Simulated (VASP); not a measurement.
Set up this calculation in VASP 6.6.1, as the native input.

```
Task                   : relaxation of cell and atoms
Functional             : PBE
Dispersion             : D4
Potentials or basis    : VASP PAW PBE potentials, release 64 (Pt, Se)
Cutoff                 : 520 eV
k mesh                 : 9 × 9 × 6
Occupations            : gaussian, width 0.02 eV
Spin                   : no spin polarisation
Further INCAR settings : ALGO = Fast; EDIFF = 1e-07; IBRION = 2; EDIFFG = -0.002; NSW = 80; ISIF = 3
```

The structure of PtSe2 lies in POSCAR:

```
PtSe2
1.0
    3.7240000000      0.0000000000      0.0000000000
   -1.8620000000      3.2250786000      0.0000000000
    0.0000000000      0.0000000000      5.0620000000
Pt Se
1 2
Direct
    0.0000000000      0.0000000000      0.0000000000
    0.3333333300      0.6666666700      0.2500000000
    0.6666666700      0.3333333300      0.7500000000
```

One way to write it, as run:

INCAR

```
PREC     = Accurate       # precision mode
ENCUT    = 520            # plane-wave cutoff, eV
EDIFF    = 1E-7           # SCF threshold, eV
ISMEAR   = 0              # smearing method
SIGMA    = 0.02           # smearing width, eV
LREAL    = F              # projectors in reciprocal space
LASPH    = T              # aspherical terms in the spheres
NELM     = 60             # most SCF steps
ALGO     = Fast           # electronic algorithm
ISIF     = 3              # what is computed and relaxed
LWAVE    = F              # write WAVECAR
LCHARG   = F              # write CHGCAR
GGA      = PE             # functional
IVDW     = 13             # dispersion correction
IBRION   = 2              # ionic algorithm
NSW      = 80             # ionic steps
EDIFFG   = -0.002         # ionic threshold
KPAR     = 4
```

KPOINTS

```
Automatic mesh
0
Gamma
  9 9 6
```

Potentials or basis: VASP PAW PBE potentials, release 64 (Pt, Se).

Run with:

```bash
$ cat potpaw_PBE.64/Pt/POTCAR potpaw_PBE.64/Se/POTCAR > POTCAR
$ mpirun -np 4 vasp_std > vasp.out
```

Results of the run:

The relaxed volume is 19.80 Å³/atom, the relaxed cell is a = 3.770 Å, b = 3.770 Å, c = 4.825 Å, α = 90.00°, β = 90.00°, γ = 120.00° and the space group after relaxing (to 0.05 Å) is P-3m1 (No. 164). The energy gained by relaxing is 16.9 meV/atom, the ionic steps are 15 and the pressure after relaxing is 0.0 GPa. The band gap on the k mesh is none (metal or under the smearing width). The dispersion energy per atom is -0.513 eV.

Caveat: pairwise dispersion overbinds metals, which lowers pressure and volume.

It took 2.2 min on 4 MPI ranks on AMD EPYC 7R13 Processor (Zen 3) (shared host), peak memory 0.21 GiB a rank.
